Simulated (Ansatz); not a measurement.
# PbS under changes of volume

One of the cells (49.700 Å³/atom); the others are scaled copies at fixed shape and fractional positions:

```
CELL_PARAMETERS angstrom
2.98386 -2.98289 0.00000
2.98386 2.98289 0.00000
-1.09868 0.00000 11.16784
ATOMIC_POSITIONS crystal
Pb 0.77363 0.77363 0.62779
Pb 0.22637 0.22637 0.37221
S 0.27049 0.27049 0.61027
S 0.72951 0.72951 0.38973
```

```yaml
Program: Ansatz 0.2.0
Functional: PBE
Potentials_or_basis: Ansatz PAW
Cutoff: "420 eV (not typed: the program's choice for these potentials)"
k_mesh: 6 × 6 × 3
Occupations: fermi-dirac, width 0.05 eV
Spin: no spin polarisation
```

| volume (Å³/atom) | energy over the lowest point (meV/atom) | gap on the mesh (eV) | largest force (eV/Å) |
| --- | --- | --- | --- |
| 46.718 | 29.22 | 1.91 | 0.641 |
| 47.712 | 15.70 | 1.95 | 0.457 |
| 48.706 | ? | ? | ? |
| 49.700 | 1.51 | 2.02 | 0.187 |
| 50.694 | 0.00 | 2.05 | 0.098 |
| 51.688 | 1.73 | 2.08 | 0.156 |
| 52.682 | 6.37 | 2.09 | 0.283 |

Question: What does the run at 48.706 Å³/atom give?

Answer: Energy over the lowest point 6.61 meV/atom; gap on the mesh 1.99 eV; largest force 0.286 eV/Å.

Worked out: A Birch-Murnaghan fit of order 3 (a polynomial in V^(-2/3)) to the other rows has its minimum at 50.64 Å³/atom with B0 = V·E''(V) = 27 GPa and B' = 4.3 at fixed shape and positions, which overstates the stiffness. It gives 6.61 meV/atom at 48.706 Å³/atom, against the run's 6.61. A parabola through the other rows of the gap, of slope 1.73 eV per unit of ln V there, gives 1.99 eV, against the run's 1.99.

Energies are extrapolated to zero smearing.

Caveats: odd divisions of the mesh miss points on the zone boundary, where band edges often lie, so the gap on the mesh can be too wide; spin-orbit coupling is left out, which as a rule narrows the gap of such compounds by several tenths of an eV.

A mesh can miss the band edges.
